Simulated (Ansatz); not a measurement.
# Converging the field response of a BaTe (001) film, part 3 of 3

Aim: a convergence study of the equivalent conductor thickness of a BaTe (001) film, with the cost of each setting.

Ansatz 0.2.0; plane-wave DFT, PBE, Ansatz PAW (the session's first sound run).

So far, equivalent conductor thickness p/(ε₀AE) (Å): 15.2 in steps 2, 15, 16, 17 and 18.

## 19. Run, box 32 Å (run 9)

This step: plane-wave DFT, LDA, Ansatz PAW (Ansatz 0.2.0).

File input.yaml:

```yaml
crystal:
  lattice:
    - [4.94974747, 0.0, 0.0]
    - [0.0, 4.94974747, 0.0]
    - [0.0, 0.0, 32.0]
  atoms:
    - { symbol: Ba, position: [0.5, 0.5, 0.28125] }
    - { symbol: Te, position: [0.0, 0.0, 0.28125] }
    - { symbol: Ba, position: [0.0, 0.0, 0.390625] }
    - { symbol: Te, position: [0.5, 0.5, 0.390625] }
    - { symbol: Ba, position: [0.5, 0.5, 0.5] }
    - { symbol: Te, position: [0.0, 0.0, 0.5] }
    - { symbol: Ba, position: [0.0, 0.0, 0.609375] }
    - { symbol: Te, position: [0.5, 0.5, 0.609375] }
    - { symbol: Ba, position: [0.5, 0.5, 0.71875] }
    - { symbol: Te, position: [0.0, 0.0, 0.71875] }
kpoints:
  mp_grid: { grid: [6, 6, 1] }
hamiltonian:
  xc: lda
scf:
  occupations: { method: fixed }
  convergence: { dr2_threshold: 1.0e-10 }
efield:
  axis: 3
  dipole_correction: true
  ramp_position: 0.97
  ramp_width: 0.06
  amplitude: 0.1
output:
  write_potential: true
  write_density: true
  volumetric_format: npy
```

Run with:

```console
$ ansatz run input.yaml --threads 4 --pin off --max-ram 6144MiB --backend cpu --events-out ev --progress --plain --runs-dir out
```

Numbers of over 12 decimals in the logs are rounded to 6 here.

The log of the run:

```text
[...]
Crystal: 10 atoms, lattice volume = 784.000 Å³
Basis set: ecut = 420 eV, 15359 PW (Γ)
Bands: 78, of which v1, the nominal top of the filled ones, is band 65 counted from 1 (64 counted from 0)
Symmetry: 8 space group operations
k-points: 10 of 36
[...]
k-point 0: bands = [... 61 lower, 1.3116, 1.3116, 1.4829, 1.4829, 2.9240, 3.1304, 3.4086, 3.7918, ... 9 higher]
  k-point 1: bands = [... 61 lower, 0.9581, 1.0242, 1.1457, 1.1972, 3.4311, 3.6147, 3.8465, 4.0691, ... 9 higher]
  k-point 2: bands = [... 61 lower, 0.5867, 0.7363, 0.7640, 0.9527, 4.3151, 4.5230, 4.6051, 4.6480, ... 9 higher]
  k-point 9: bands = [... 61 lower, 0.9422, 1.0154, 1.0154, 1.2263, 3.1078, 3.1078, 3.7212, 3.7212, ... 9 higher]
[key lines of the parts left out:]
SCF converged after 13 iterations
Free energy (F): -63050.813729 eV
Fermi energy:    1.482859 eV
Dipole field:    D = 0.047485 V/Å  (p = 0.205736 e·Å, saw-weighted, corrected)
```

Wall time 8.2 s (4 threads of AMD EPYC 9R45, shared host); peak memory 1.8 GiB.

The dipole corresponds to a conductor 15.195 Å thick, +0.27 % from the first choice, at 1.00 times its CPU time.

## 20. Single point, box 32 Å (run 6)

This step: plane-wave DFT, r2SCAN, Ansatz PAW (Ansatz 0.2.0).

input.yaml: that of step 19 with these lines changed.

```diff
@@ -19,3 +19,3 @@
 hamiltonian:
-  xc: lda
+  xc: r2scan
 scf:
```

The log of the run:

```text
[...]
Crystal: 10 atoms, lattice volume = 784.000 Å³
Basis set: ecut = 500 eV, 19833 PW (Γ), exchange–correlation on 160×160×960 points (64 copies of the dense FFT grid, shifted against one another)
Bands: 78, of which v1, the nominal top of the filled ones, is band 65 counted from 1 (64 counted from 0)
Symmetry: 8 space group operations
k-points: 10 of 36
[...]
k-point 0: bands = [... 61 lower, 1.3540, 1.3540, 1.5475, 1.5475, 3.4342, 3.6571, 3.9507, 4.3444, ... 9 higher]
  k-point 1: bands = [... 61 lower, 1.0160, 1.0777, 1.2089, 1.2732, 3.9481, 4.1506, 4.4053, 4.6641, ... 9 higher]
  k-point 2: bands = [... 61 lower, 0.6485, 0.7922, 0.8443, 1.0245, 4.8999, 5.0966, 5.2024, 5.2333, ... 9 higher]
  k-point 9: bands = [... 61 lower, 0.9852, 1.0714, 1.0714, 1.2776, 3.6181, 3.6181, 4.2521, 4.2521, ... 9 higher]
[key lines of the parts left out:]
SCF converged after 12 iterations
Free energy (F): -64816.721966 eV
Fermi energy:    1.547540 eV
Dipole field:    D = 0.046332 V/Å  (p = 0.200742 e·Å, saw-weighted, corrected)
```

Wall time 16 s (4 threads); peak memory 3.3 GiB; 61 s of CPU time.

The dipole corresponds to a conductor 14.826 Å thick, -2.16 % from the first choice, at 2.0 times its CPU time.

## 21. Single point, box 32 Å (run 7)

This step: plane-wave DFT, PBE, norm-conserving (Ansatz 0.2.0).

input.yaml: that of step 20 with these lines changed.

```diff
@@ -19,3 +19,4 @@
 hamiltonian:
-  xc: r2scan
+  xc: pbe
+  pseudopotentials: { kind: nc }
 scf:
```

The log of the run:

```text
[...]
Crystal: 10 atoms, lattice volume = 784.000 Å³
Basis set: ecut = 1120 eV, 66799 PW (Γ)
Bands: 78, of which v1, the nominal top of the filled ones, is band 65 counted from 1 (64 counted from 0)
Symmetry: 8 space group operations
k-points: 10 of 36
[...]
k-point 0: bands = [... 61 lower, 1.5966, 1.5966, 1.7726, 1.7726, 3.3227, 3.5295, 3.8059, 4.1873, ... 9 higher]
  k-point 1: bands = [... 61 lower, 1.2488, 1.3128, 1.4367, 1.4913, 3.8242, 4.0092, 4.2405, 4.4022, ... 9 higher]
  k-point 2: bands = [... 61 lower, 0.8798, 1.0309, 1.0625, 1.2500, 4.6586, 4.9101, 4.9598, 5.0411, ... 9 higher]
  k-point 9: bands = [... 61 lower, 1.2313, 1.3070, 1.3070, 1.5131, 3.5027, 3.5027, 4.1098, 4.1098, ... 9 higher]
[key lines of the parts left out:]
SCF converged after 14 iterations
Free energy (F): -18642.543110 eV
Fermi energy:    1.772630 eV
Dipole field:    D = 0.047366 V/Å  (p = 0.205221 e·Å, saw-weighted, corrected)
```

The job ended after 43 s (4 threads; peak memory 5.3 GiB).

The dipole corresponds to a conductor 15.157 Å thick, +0.02 % from the first choice, at 5.3 times its CPU time.

## 22. Single point, box 32 Å (run 8)

This step: plane-wave DFT, PBE, JTH PAW (Ansatz 0.2.0).

input.yaml: that of step 21 with these lines changed.

```diff
@@ -20,3 +20,3 @@
   xc: pbe
-  pseudopotentials: { kind: nc }
+  pseudopotentials: { kind: paw, source: jth }
 scf:
```

The log of the run:

```text
[...]
k-point 0: bands = [... 36 lower, 1.0423, 1.0423, 1.2164, 1.2164, 2.6940, 2.9040, 3.1849, 3.5686, ... 6 higher]
  k-point 1: bands = [... 36 lower, 0.6703, 0.7408, 0.8645, 0.9169, 3.2191, 3.4069, 3.6418, 3.8038, ... 6 higher]
  k-point 2: bands = [... 36 lower, 0.2865, 0.4419, 0.4697, 0.6625, 4.0641, 4.3316, 4.3808, 4.4761, ... 6 higher]
  k-point 9: bands = [... 36 lower, 0.6549, 0.7226, 0.7226, 0.9380, 2.8790, 2.8790, 3.5048, 3.5048, ... 6 higher]
[key lines of the parts left out:]
SCF converged after 13 iterations
Free energy (F): -54356.631258 eV
Fermi energy:    1.216430 eV
Dipole field:    D = 0.047543 V/Å  (p = 0.205987 e·Å, saw-weighted, corrected)
```

The job ended after 9.3 s (4 threads; peak memory 2.3 GiB).

The dipole corresponds to a conductor 15.214 Å thick, +0.39 % from the first choice, at 1.1 times its CPU time.

## 23. Side by side

Times are for 4 threads of AMD EPYC 9R45, shared host. Results by setting:

```
no.                         setting  equivalent conductor thickness p/(ε₀AE) (Å)   time  memory (GiB)
  1                    first choice                                        15.15  8.1 s           1.8
  2                   cutoff 250 eV                                        15.16  3.6 s          0.97
  3                   cutoff 330 eV                                        15.16  5.5 s           1.4
  4                   cutoff 600 eV                                        15.15   13 s           2.7
  5                        mesh 1x1                                        16.71  1.1 s          0.67
  6                        mesh 2x2                                        15.37  1.9 s           1.3
  7                        mesh 3x3                                        15.18  3.1 s           1.2
  8                      mesh 12x12                                        15.15   25 s           2.8
  9                     vacuum 10 Å                                        15.09  6.1 s           1.4
 10                     vacuum 14 Å                                        15.15  7.1 s           1.6
 11                     vacuum 26 Å                                        15.15   11 s           2.2
 12                 field 0.005 V/Å                                        15.15  8.3 s           1.8
 13                  field 0.03 V/Å                                        15.15  8.2 s           1.8
 14                   field 0.3 V/Å                                        15.17  8.2 s           1.8
 15          SCF threshold 1e-04 eV                                        15.15  7.5 s           1.8
 16          SCF threshold 1e-06 eV                                        15.18  8.1 s           1.8
 17          SCF threshold 1e-08 eV                                        15.15  7.7 s           1.8
 18        LDA, Ansatz PAW (420 eV)                                        15.20  8.2 s           1.8
 19     r2SCAN, Ansatz PAW (500 eV)                                        14.83   16 s           3.3
 20  PBE, norm-conserving (1120 eV)                                        15.16   43 s           5.3
 21           PBE, JTH PAW (660 eV)                                        15.21  9.3 s           2.3
```

## 24. Summary of results

| Property | Result |
| --- | --- |
| equivalent conductor thickness, first choice | 15.15 Å |
| equivalent conductor thickness, cutoff 600 eV | 15.15 Å |
| equivalent conductor thickness, mesh 1x1 | 16.71 Å |
| equivalent conductor thickness, mesh 2x2 | 15.37 Å |
| equivalent conductor thickness, vacuum 26 Å | 15.15 Å |
| equivalent conductor thickness, LDA, Ansatz PAW (420 eV) | 15.20 Å |
| equivalent conductor thickness, r2SCAN, Ansatz PAW (500 eV) | 14.83 Å |

In words: The first choice gives 15.15 Å. Numerical settings off by more than 1 % against it: mesh 1x1 (+10.3 %) and mesh 2x2 (+1.4 %). The cheapest single change that stays within 0.5 % is mesh 3x3, at 37 % of the CPU time. Functionals and files move it by +0.3 % (LDA, Ansatz PAW (420 eV)), -2.2 % (r2SCAN, Ansatz PAW (500 eV)), under 0.1 % (PBE, norm-conserving (1120 eV)) and +0.4 % (PBE, JTH PAW (660 eV)). The film is symmetric and its atoms are held, so the dipole is the electronic response to the field alone. Times of a few seconds on a shared host rank the settings only roughly. In 1 run of the series (vacuum 10 Å) the program warns that electrons reach the sawtooth's ramp, which makes dipole and work function less sure.

[Logs are printed without paths, hosts, clocks, repeated set-up lines and the standing remarks that a program may print on its own settings, such as how far it seeks lower states.]

[Hosts, paths, dates, database ids (printed as entryN), source tags and the programs' standing remarks are cut or masked in the printed files.]

[Maps of the electrostatic potential energy from Ansatz leave out the sawtooth potential of an applied field or a dipole correction, so their vacuum need not be flat; planar profiles and work functions include it.]
